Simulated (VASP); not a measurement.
WC (Qusongite), 2 atoms in the cell. Symmetry: P-6m2, No. 187, hexagonal system. Conventional cell: a = 2.945 Å, b = 2.945 Å, c = 2.874 Å, α = 90.00°, β = 90.00°, γ = 120.00°. Around W (site symmetry -6m2) lie 6 C at 2.23 Å. C (site symmetry -6m2) has 6 W at 2.23 Å as nearest neighbours.  The cell isn't the ideal one: volume scaled by 1.04.

- Program: VASP 6.6.1
- Task: single point
- Functional: r2SCAN
- Dispersion: rVV10
- Potentials or basis: VASP PAW PBE potentials, release 64 (W_sv, C)
- Cutoff: 520 eV
- k mesh: 10 × 10 × 9
- Occupations: fermi-dirac, width 0.02 eV
- Spin: no spin polarisation
- Hubbard terms: W d U = 5 eV, J = 0.9 eV
- LDAUTYPE: 1
- Hund's J: 0.9
- Further INCAR settings: ALGO = Normal; EDIFF = 1.00e-06; NBANDS = 16

Potentials or basis: VASP PAW PBE potentials, release 64 (W_sv, C).

Command:

```console
$ python run.py
```

Hardware: 1 thread of AMD EPYC 7R43 64-Core Processor (Zen 3) (shared host).

Question: Estimate the wall time of this run.

Answer: It took 3 min on 1 thread of AMD EPYC 7R43 64-Core Processor (Zen 3), on a shared host, peak memory 0.2 GiB. Counts: scf iterations 19, k points 70.
